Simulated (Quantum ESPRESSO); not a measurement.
# Ni (Fm-3m) in Quantum ESPRESSO: reference runs

Reference runs on Ni: the cell as given and a disturbed copy.

Program: Quantum ESPRESSO 7.5. These are calculated values, not measurements. Logs are shortened: lines on timing, memory, paths and dates and some standing lists are left out, and cuts for length are marked.

## Step 1: The crystal as given

It takes space group Fm-3m (No. 225, cubic). The conventional cell has a = 3.475 Å, b = 3.475 Å, c = 3.475 Å, α = 90.00°, β = 90.00°, γ = 90.00°. Ni (site symmetry m-3m) is surrounded by 12 Ni at 2.46 Å.

## Step 2: Single point, PBE, collinear spin, ferromagnetic start

Input file pw.in:

```
&CONTROL
  calculation = 'scf'
  prefix = 'pwscf'
  outdir = './tmp'
  pseudo_dir = './pseudo'
  tprnfor = .true.
  tstress = .true.
  disk_io = 'low'
/
&SYSTEM
  ibrav = 0
  nat = 1
  ntyp = 1
  ecutwfc = 55
  ecutrho = 440
  nbnd = 18
  occupations = 'smearing'
  smearing = 'fd'
  degauss = 0.00367493
  nspin = 2
  starting_magnetization(1) = 0.0556
/
&ELECTRONS
  conv_thr = 2d-10
  electron_maxstep = 120
  mixing_beta = 0.3
/
ATOMIC_SPECIES
Ni    58.6934 ni_pbe_v1.4.uspp.F.UPF
CELL_PARAMETERS angstrom
   0.0000000000    1.7375729330    1.7375729330
   1.7375729330    0.0000000000    1.7375729330
   1.7375729330    1.7375729330    0.0000000000
ATOMIC_POSITIONS crystal
Ni     0.0000000000    0.0000000000    0.0000000000
K_POINTS automatic
13 13 13 0 0 0
```

Input file pp_density.in:

```
&INPUTPP
  prefix = 'pwscf'
  outdir = './tmp'
  filplot = 'density.dat'
  plot_num = 0
/
&PLOT
  nfile = 1
  filepp(1) = 'density.dat'
  iflag = 3
  output_format = 6
  fileout = 'density.cube'
/
```

Input file pp_potential.in:

```
&INPUTPP
  prefix = 'pwscf'
  outdir = './tmp'
  filplot = 'potential.dat'
  plot_num = 11
/
&PLOT
  nfile = 1
  filepp(1) = 'potential.dat'
  iflag = 3
  output_format = 6
  fileout = 'potential.cube'
/
```

Input file pp_spin.in:

```
&INPUTPP
  prefix = 'pwscf'
  outdir = './tmp'
  filplot = 'spin.dat'
  plot_num = 6
/
&PLOT
  nfile = 1
  filepp(1) = 'spin.dat'
  iflag = 3
  output_format = 6
  fileout = 'spin.cube'
/
```

Potentials or basis: SSSP 1.3 efficiency PBE.

Started as:

```console
$ OMP_NUM_THREADS=1 pw.x -in pw.in > pw.out
$ OMP_NUM_THREADS=1 pp.x -in pp_density.in > pp_density.out
$ OMP_NUM_THREADS=1 pp.x -in pp_potential.in > pp_potential.out
$ OMP_NUM_THREADS=1 pp.x -in pp_spin.in > pp_spin.out
```

pw.out:

```text
This program is part of the open-source Quantum ESPRESSO suite
     for quantum simulation of materials; please cite
[... 9 lines left out ...]
     --------------------
     sticks:   dense  smooth     PW     G-vecs:    dense   smooth      PW
     Sum         649     313    109                11017     3839     749

     Using Slab Decomposition

     bravais-lattice index     =            0
     lattice parameter (alat)  =       4.6436  a.u.
     unit-cell volume          =      70.8037 (a.u.)^3
     number of atoms/cell      =            1
     number of atomic types    =            1
     number of electrons       =        18.00
     number of Kohn-Sham states=           18
     kinetic-energy cutoff     =      55.0000  Ry
     charge density cutoff     =     440.0000  Ry
     scf convergence threshold =      2.0E-10
     mixing beta               =       0.3000
     number of iterations used =            8  plain     mixing
     Exchange-correlation=  SLA  PW   PBX  PBC
                           (   1   4   3   4   0   0   0)

     celldm(1)=   4.643623  celldm(2)=   0.000000  celldm(3)=   0.000000
     celldm(4)=   0.000000  celldm(5)=   0.000000  celldm(6)=   0.000000

     crystal axes: (cart. coord. in units of alat)
               a(1) = (   0.000000   0.707107   0.707107 )
               a(2) = (   0.707107   0.000000   0.707107 )
               a(3) = (   0.707107   0.707107   0.000000 )

     reciprocal axes: (cart. coord. in units 2 pi/alat)
               b(1) = ( -0.707107  0.707107  0.707107 )
               b(2) = (  0.707107 -0.707107  0.707107 )
               b(3) = (  0.707107  0.707107 -0.707107 )

     PseudoPot. # 1 for Ni read from file:
     ni_pbe_v1.4.uspp.F.UPF
     Pseudo is Ultrasoft + core correction, Zval = 18.0
     Generated by new atomic code, or converted to UPF format
     Using radial grid of  865 points,  6 beta functions with:
                l(1) =   0
                l(2) =   0
                l(3) =   1
                l(4) =   1
                l(5) =   2
                l(6) =   2
     Q(r) pseudized with 10 coefficients,  rinner =    0.980   0.980   0.980
                                                       0.980   0.980

     atomic species   valence    mass     pseudopotential
     Ni               18.00    58.69340     Ni( 1.00)

     Starting magnetic structure
     atomic species   magnetization
     Ni              0.056

     48 Sym. Ops., with inversion, found

   Cartesian axes

     site n.     atom                  positions (alat units)
         1        Ni     tau(   1) = (   0.0000000   0.0000000   0.0000000  )

     number of k points=    84  Fermi-Dirac smearing, width (Ry)=  0.0037
                       cart. coord. in units 2pi/alat
        k(    1) = (   0.0000000   0.0000000   0.0000000), wk =   0.0004552
        k(    2) = (   0.0543928   0.0543928  -0.0543928), wk =   0.0036413
        k(    3) = (   0.1087857   0.1087857  -0.1087857), wk =   0.0036413
        k(    4) = (   0.1631785   0.1631785  -0.1631785), wk =   0.0036413
        k(    5) = (   0.2175713   0.2175713  -0.2175713), wk =   0.0036413
        k(    6) = (   0.2719641   0.2719641  -0.2719641), wk =   0.0036413
[... 76 lines left out ...]
        k(   83) = (   0.0000000  -0.4351426   0.6527140), wk =   0.0109240
        k(   84) = (  -0.0543928  -0.3807498   0.7071068), wk =   0.0109240

     Dense  grid:    11017 G-vectors     FFT dimensions: (  32,  32,  32)

     Smooth grid:     3839 G-vectors     FFT dimensions: (  24,  24,  24)

     Check: negative core charge=   -0.000016
     Generating pointlists ...
     new r_m :   0.4125 (alat units)  1.9155 (a.u.) for type    1

     Initial potential from superposition of free atoms

     starting charge      16.0000, renormalised to      18.0000
     Starting wfcs are   13 randomized atomic wfcs +    5 random wfcs

     Self-consistent Calculation

     iteration #  1     ecut=    55.00 Ry     beta= 0.30
     Davidson diagonalization with overlap
     ethr =  1.00E-02,  avg # of iterations =  5.5

     total energy              =    -337.19634926 Ry
     estimated scf accuracy    <      30.46673385 Ry

     total magnetization       =     0.19 Bohr mag/cell
     absolute magnetization    =     0.22 Bohr mag/cell

     iteration #  2     ecut=    55.00 Ry     beta= 0.30
     Davidson diagonalization with overlap
     ethr =  1.00E-02,  avg # of iterations =  2.4

     total energy              =    -343.09177767 Ry
     estimated scf accuracy    <       0.91797232 Ry

     total magnetization       =     0.46 Bohr mag/cell
     absolute magnetization    =     0.52 Bohr mag/cell

     iteration #  3     ecut=    55.00 Ry     beta= 0.30
     Davidson diagonalization with overlap
     ethr =  5.10E-03,  avg # of iterations =  1.2

     total energy              =    -343.27004141 Ry
     estimated scf accuracy    <       0.04281464 Ry

     total magnetization       =     0.66 Bohr mag/cell
     absolute magnetization    =     0.73 Bohr mag/cell

     iteration #  4     ecut=    55.00 Ry     beta= 0.30
     Davidson diagonalization with overlap
     ethr =  2.38E-04,  avg # of iterations =  2.2

     total energy              =    -343.27794958 Ry
     estimated scf accuracy    <       0.00945490 Ry

     total magnetization       =     0.62 Bohr mag/cell
     absolute magnetization    =     0.70 Bohr mag/cell

     iteration #  5     ecut=    55.00 Ry     beta= 0.30
     Davidson diagonalization with overlap
     ethr =  5.25E-05,  avg # of iterations =  2.2

     total energy              =    -343.28033186 Ry
     estimated scf accuracy    <       0.00117115 Ry

     total magnetization       =     0.64 Bohr mag/cell
     absolute magnetization    =     0.72 Bohr mag/cell

     iteration #  6     ecut=    55.00 Ry     beta= 0.30
     Davidson diagonalization with overlap
     ethr =  6.51E-06,  avg # of iterations =  1.5

     total energy              =    -343.28015279 Ry
     estimated scf accuracy    <       0.00062830 Ry

     total magnetization       =     0.64 Bohr mag/cell
     absolute magnetization    =     0.72 Bohr mag/cell

     iteration #  7     ecut=    55.00 Ry     beta= 0.30
     Davidson diagonalization with overlap
     ethr =  3.49E-06,  avg # of iterations =  1.2

     total energy              =    -343.28024239 Ry
     estimated scf accuracy    <       0.00000191 Ry

     total magnetization       =     0.63 Bohr mag/cell
     absolute magnetization    =     0.72 Bohr mag/cell

     iteration #  8     ecut=    55.00 Ry     beta= 0.30
     Davidson diagonalization with overlap
     ethr =  1.06E-08,  avg # of iterations =  2.0

     total energy              =    -343.28024329 Ry
     estimated scf accuracy    <       0.00000048 Ry

     total magnetization       =     0.63 Bohr mag/cell
     absolute magnetization    =     0.72 Bohr mag/cell

     iteration #  9     ecut=    55.00 Ry     beta= 0.30
     Davidson diagonalization with overlap
     ethr =  2.64E-09,  avg # of iterations =  1.3

     total energy              =    -343.28024350 Ry
     estimated scf accuracy    <       0.00000004 Ry

     total magnetization       =     0.63 Bohr mag/cell
     absolute magnetization    =     0.73 Bohr mag/cell

     iteration # 10     ecut=    55.00 Ry     beta= 0.30
     Davidson diagonalization with overlap
     ethr =  2.13E-10,  avg # of iterations =  1.0

     total energy              =    -343.28024354 Ry
     estimated scf accuracy    <       0.00000001 Ry

     total magnetization       =     0.63 Bohr mag/cell
     absolute magnetization    =     0.73 Bohr mag/cell

     iteration # 11     ecut=    55.00 Ry     beta= 0.30
     Davidson diagonalization with overlap
     ethr =  7.41E-11,  avg # of iterations =  1.3

     total energy              =    -343.28024356 Ry
     estimated scf accuracy    <          2.0E-10 Ry

     total magnetization       =     0.63 Bohr mag/cell
     absolute magnetization    =     0.73 Bohr mag/cell

     iteration # 12     ecut=    55.00 Ry     beta= 0.30
     Davidson diagonalization with overlap
     ethr =  1.12E-12,  avg # of iterations =  2.0

     Magnetic moment per site  (integrated on atomic sphere of radius R)
     atom   1 (R=0.413)  charge= 16.6730  magn=  0.6729

     End of self-consistent calculation

     Number of k-points >= 100: set verbosity='high' to print the bands.

     the Fermi energy is    18.7342 ev

!    total energy              =    -343.28024358 Ry
     estimated scf accuracy    <          1.8E-11 Ry
     smearing contrib. (-TS)   =      -0.00093876 Ry
     internal energy E=F+TS    =    -343.27930482 Ry

     The total energy is F=E-TS. E is the sum of the following terms:
     one-electron contribution =    -187.24395369 Ry
     hartree contribution      =     105.75653712 Ry
     xc contribution           =     -35.58835714 Ry
     ewald contribution        =    -226.20353111 Ry

     total magnetization       =     0.63 Bohr mag/cell
     absolute magnetization    =     0.73 Bohr mag/cell

     convergence has been achieved in  12 iterations

     Forces acting on atoms (cartesian axes, Ry/au):

     atom    1 type  1   force =     0.00000000    0.00000000    0.00000000

     Total force =     0.000000     Total SCF correction =     0.000000

     Computing stress (Cartesian axis) and pressure

          total   stress  (Ry/bohr**3)                   (kbar)     P=       77.46
   0.00052653  -0.00000000  -0.00000000           77.46       -0.00       -0.00
  -0.00000000   0.00052653  -0.00000000           -0.00       77.46       -0.00
  -0.00000000  -0.00000000   0.00052653           -0.00       -0.00       77.46

=------------------------------------------------------------------------------=
   JOB DONE.
=------------------------------------------------------------------------------=
```

Run time: 33 s. Hardware: 1 thread of Arm Neoverse V1, shared host; peak memory 0.09 GiB.

Results:

- Free energy: -4670.5656 eV
- Pressure: 7.7 GPa
- Band gap on the k mesh: none (metal or under the smearing width)
- Net moment: 0.63 μB per cell
- Absolute moment: 0.73 μB per cell
- Site moments: Ni +0.67 μB
- Valence electrons inside the program's atomic spheres: Ni 16.67

Levels at points of the mesh, in eV from the Fermi level:
Spin up:
```csv
k point,band 6,band 7,band 8,band 9,band 10,band 11,band 12,band 13
"(0.00, 0.00, 0.00)",-2.58,-2.58,-2.58,-1.38,-1.38,23.73,27.95,27.95
```
Spin down:
| k point | band 6 | band 7 | band 8 | band 9 | band 10 | band 11 | band 12 | band 13 |
| --- | --- | --- | --- | --- | --- | --- | --- | --- |
| (0.00, 0.00, 0.00) | -1.81 | -1.81 | -1.81 | -0.69 | -0.69 | 23.57 | 27.93 | 27.93 |

## Step 3: Single point, PBE, collinear spin, ferromagnetic start (cell strained at random at fixed volume)

pw.in: that of step 2 with these lines changed.

```diff
@@ -7,3 +7,3 @@
   tstress = .true.
-  disk_io = 'low'
+  disk_io = 'nowf'
 /
@@ -30,7 +30,7 @@
 CELL_PARAMETERS angstrom
-   0.0000000000    1.7375729330    1.7375729330
-   1.7375729330    0.0000000000    1.7375729330
-   1.7375729330    1.7375729330    0.0000000000
+   0.0165500000    1.7572510000    1.7682390000
+   1.7191180000    0.0163320000    1.7684570000
+   1.7144740000    1.7528250000    0.0209760000
 ATOMIC_POSITIONS crystal
-Ni     0.0000000000    0.0000000000    0.0000000000
+Ni     0.0065090000    0.0114400000   -0.0328950000
 K_POINTS automatic
```

Potentials or basis: SSSP 1.3 efficiency PBE.

Started as:

```console
$ OMP_NUM_THREADS=1 pw.x -in pw.in > pw.out
```

pw.out:

```text
This program is part of the open-source Quantum ESPRESSO suite
     for quantum simulation of materials; please cite
[... 6 lines left out ...]
     --------------------
     sticks:   dense  smooth     PW     G-vecs:    dense   smooth      PW
     Sum         659     323    121                11043     3853     873

     Using Slab Decomposition

     bravais-lattice index     =            0
     lattice parameter (alat)  =       4.7110  a.u.
     unit-cell volume          =      70.8037 (a.u.)^3
     number of atoms/cell      =            1
     number of atomic types    =            1
     number of electrons       =        18.00
     number of Kohn-Sham states=           18
     kinetic-energy cutoff     =      55.0000  Ry
     charge density cutoff     =     440.0000  Ry
     scf convergence threshold =      2.0E-10
     mixing beta               =       0.3000
     number of iterations used =            8  plain     mixing
     Exchange-correlation=  SLA  PW   PBX  PBC
                           (   1   4   3   4   0   0   0)

     celldm(1)=   4.711021  celldm(2)=   0.000000  celldm(3)=   0.000000
     celldm(4)=   0.000000  celldm(5)=   0.000000  celldm(6)=   0.000000

     crystal axes: (cart. coord. in units of alat)
               a(1) = (   0.006639   0.704884   0.709292 )
               a(2) = (   0.689588   0.006551   0.709379 )
               a(3) = (   0.687725   0.703109   0.008414 )

     reciprocal axes: (cart. coord. in units 2 pi/alat)
               b(1) = ( -0.736448  0.711846  0.709327 )
               b(2) = (  0.727680 -0.720243  0.708957 )
               b(3) = (  0.731527  0.715323 -0.717724 )

     PseudoPot. # 1 for Ni read from file:
     ni_pbe_v1.4.uspp.F.UPF
     Pseudo is Ultrasoft + core correction, Zval = 18.0
     Generated by new atomic code, or converted to UPF format
     Using radial grid of  865 points,  6 beta functions with:
                l(1) =   0
                l(2) =   0
                l(3) =   1
                l(4) =   1
                l(5) =   2
                l(6) =   2
     Q(r) pseudized with 10 coefficients,  rinner =    0.980   0.980   0.980
                                                       0.980   0.980

     atomic species   valence    mass     pseudopotential
     Ni               18.00    58.69340     Ni( 1.00)

     Starting magnetic structure
     atomic species   magnetization
     Ni              0.056

     No symmetry found

   Cartesian axes

     site n.     atom                  positions (alat units)
         1        Ni     tau(   1) = (  -0.0146906  -0.0184657   0.0124553  )

     number of k points=  1099  Fermi-Dirac smearing, width (Ry)=  0.0037

     Number of k-points >= 100: set verbosity='high' to print them.

     Dense  grid:    11043 G-vectors     FFT dimensions: (  32,  32,  32)

     Smooth grid:     3853 G-vectors     FFT dimensions: (  24,  24,  24)

     Check: negative core charge=   -0.000016
     Generating pointlists ...
     new r_m :   0.4029 (alat units)  1.8982 (a.u.) for type    1

     Initial potential from superposition of free atoms

     starting charge      16.0000, renormalised to      18.0000
     Starting wfcs are   13 randomized atomic wfcs +    5 random wfcs

     Self-consistent Calculation

     iteration #  1     ecut=    55.00 Ry     beta= 0.30
     Davidson diagonalization with overlap
     ethr =  1.00E-02,  avg # of iterations =  5.4

     total energy              =    -337.19920207 Ry
     estimated scf accuracy    <      30.45744396 Ry

     total magnetization       =     0.19 Bohr mag/cell
     absolute magnetization    =     0.22 Bohr mag/cell

     iteration #  2     ecut=    55.00 Ry     beta= 0.30
     Davidson diagonalization with overlap
     ethr =  1.00E-02,  avg # of iterations =  2.3

     total energy              =    -343.09185379 Ry
     estimated scf accuracy    <       0.91642882 Ry

     total magnetization       =     0.46 Bohr mag/cell
     absolute magnetization    =     0.53 Bohr mag/cell

     iteration #  3     ecut=    55.00 Ry     beta= 0.30
     Davidson diagonalization with overlap
     ethr =  5.09E-03,  avg # of iterations =  1.1

     total energy              =    -343.26978117 Ry
     estimated scf accuracy    <       0.04274614 Ry

     total magnetization       =     0.66 Bohr mag/cell
     absolute magnetization    =     0.73 Bohr mag/cell
[... 75 lines left out ...]
     total energy              =    -343.27999291 Ry
     estimated scf accuracy    <          3.9E-09 Ry

     total magnetization       =     0.63 Bohr mag/cell
     absolute magnetization    =     0.72 Bohr mag/cell

     iteration # 12     ecut=    55.00 Ry     beta= 0.30
     Davidson diagonalization with overlap
     ethr =  2.17E-11,  avg # of iterations =  1.5

     total energy              =    -343.27999293 Ry
     estimated scf accuracy    <          2.4E-10 Ry

     total magnetization       =     0.63 Bohr mag/cell
     absolute magnetization    =     0.72 Bohr mag/cell

     iteration # 13     ecut=    55.00 Ry     beta= 0.30
     Davidson diagonalization with overlap
     ethr =  1.31E-12,  avg # of iterations =  1.3

     Magnetic moment per site  (integrated on atomic sphere of radius R)
     atom   1 (R=0.403)  charge= 16.6203  magn=  0.6723

     End of self-consistent calculation

     Number of k-points >= 100: set verbosity='high' to print the bands.

     the Fermi energy is    18.7318 ev

!    total energy              =    -343.27999293 Ry
     estimated scf accuracy    <          4.3E-12 Ry
     smearing contrib. (-TS)   =      -0.00093707 Ry
     internal energy E=F+TS    =    -343.27905586 Ry

     The total energy is F=E-TS. E is the sum of the following terms:
     one-electron contribution =    -187.26385806 Ry
     hartree contribution      =     105.76702969 Ry
     xc contribution           =     -35.58863607 Ry
     ewald contribution        =    -226.19359142 Ry

     total magnetization       =     0.63 Bohr mag/cell
     absolute magnetization    =     0.72 Bohr mag/cell

     convergence has been achieved in  13 iterations

     Forces acting on atoms (cartesian axes, Ry/au):

     atom    1 type  1   force =     0.00000000    0.00000000    0.00000000

     Total force =     0.000000     Total SCF correction =     0.000000

     Computing stress (Cartesian axis) and pressure

          total   stress  (Ry/bohr**3)                   (kbar)     P=       78.60
   0.00066963  -0.00007674  -0.00013079           98.51      -11.29      -19.24
  -0.00007674   0.00049688  -0.00010954          -11.29       73.09      -16.11
  -0.00013079  -0.00010954   0.00043634          -19.24      -16.11       64.19

=------------------------------------------------------------------------------=
   JOB DONE.
=------------------------------------------------------------------------------=
```

Run time: 7 min. Hardware: 1 thread of Arm Neoverse V1, shared host; peak memory 0.37 GiB.

What came out:

```yaml
Free_energy: -4670.5622 eV
Pressure: 7.9 GPa
Band_gap_on_the_k_mesh: none (metal or under the smearing width)
Net_moment: 0.63 μB per cell
Absolute_moment: 0.72 μB per cell
Site_moments: Ni +0.67 μB
Valence_electrons_inside_the_program's_atomic_spheres: Ni 16.62
```

Stress tensor (GPa, compression positive):
```
 9.85 -1.13 -1.92
-1.13  7.31 -1.61
-1.92 -1.61  6.42
```

Levels at points of the mesh, in eV from the Fermi level:
Spin up:
```tsv
k point	band 5	band 6	band 7	band 8	band 9	band 10	band 11	band 12	band 13	band 14
(0.00, 0.00, 0.00)	-9.41	-2.69	-2.59	-2.46	-1.46	-1.29	23.72	27.43	28.12	28.35
```
Spin down:
```tsv
k point	band 5	band 6	band 7	band 8	band 9	band 10	band 11	band 12	band 13	band 14
(0.00, 0.00, 0.00)	-9.45	-1.92	-1.82	-1.69	-0.78	-0.60	23.56	27.40	28.09	28.34
```
